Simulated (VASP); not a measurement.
GaSe, 8 atoms in the cell. The structure is hexagonal, space group P6_3/mmc (No. 194). Conventional cell: a = 3.742 Å, b = 3.742 Å, c = 15.919 Å, α = 90.00°, β = 90.00°, γ = 120.00°. Around Ga (site symmetry 3m) lie 1 Ga at 2.32 Å and 3 Se at 2.48 Å. Around Se (site symmetry 3m) lie 3 Ga at 2.48 Å. 

```yaml
Program: VASP 6.6.1
Task: single point
Functional: LDA
Potentials_or_basis: VASP PAW LDA potentials, release 64 (Ga_d, Se)
Cutoff: 520 eV
k_mesh: 6 × 6 × 2
Occupations: gaussian, width 0.01 eV
Spin: no spin polarisation
Dipole_correction: no
Further_INCAR_settings: ALGO = Fast; EDIFF = 1e-06; NBANDS = 48
```

Potentials or basis: VASP PAW LDA potentials, release 64 (Ga_d, Se).

The run is started by

```console
$ cat potpaw_LDA.64/Ga_d/POTCAR potpaw_LDA.64/Se/POTCAR > POTCAR
$ mpirun -np 1 vasp_std > vasp.out
```

Hardware: 1 thread of Intel(R) Xeon(R) Platinum 8488C (Sapphire Rapids) (shared host).

Q: How long does it take, and how much memory?

A: It took 100 s on 1 thread of Intel(R) Xeon(R) Platinum 8488C (Sapphire Rapids), on a shared host, peak memory 0.28 GiB. Counts: scf iterations 14, k points 14.
